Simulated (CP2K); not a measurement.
The system is La2O3.

```xyz
5
Lattice="6.3703 0.0000 0.0000 -3.1851 5.5168 0.0000 0.0000 0.0000 3.2899" Properties=species:S:1:pos:R:3 pbc="T T T"
La    3.1851    1.8389    1.6387
La    0.0000    3.6779    1.6512
O     3.2145    0.0000    0.0000
O    -1.6072    2.7838    0.0000
O     1.5779    2.7330    0.0000
```

The cell comes from a database or a generator and needn't be the stable form of this composition.

Base run:

| Quantity | Value |
| --- | --- |
| Program | CP2K 2026.2 |
| Functional | rev-vdW-DF2 |
| Potentials or basis | GTH_POTENTIALS La GTH-PBE-q11; POTENTIAL_UZH O GTH-PBE-q6; DZVP-MOLOPT-SR-GTH, DZVP-MOLOPT-PBE-GTH basis |
| Density cutoff | 11565 eV |
| k mesh | 5 × 5 × 8 |
| Occupations | fermi-dirac, width 0.05 eV |
| Spin | no spin polarisation |

Its results: band gap on the k mesh 1.43 eV, indirect (least direct gap 1.78 eV); pressure 1.0 GPa; largest force 0.050 eV/Å.

Q: After a change of settings the same cell gave: band gap on the k mesh 1.32 eV, indirect (least direct gap 1.72 eV); pressure -2.4 GPa; largest force 0.043 eV/Å. Which change was it?
A. functional from rev-vdW-DF2 to revPBE
B. functional from rev-vdW-DF2 to WC
C. functional from rev-vdW-DF2 to LDA
D. functional from rev-vdW-DF2 to PBEsol

A: C.

Caveats: the potentials were made for another functional, which shifts forces and pressure; spin-orbit coupling is left out, which moves the levels of the heavy elements; an odd mesh through Γ misses points on the zone boundary, where band edges often lie; the basis of atomic orbitals isn't converged, which shifts pressures, moduli and gaps.
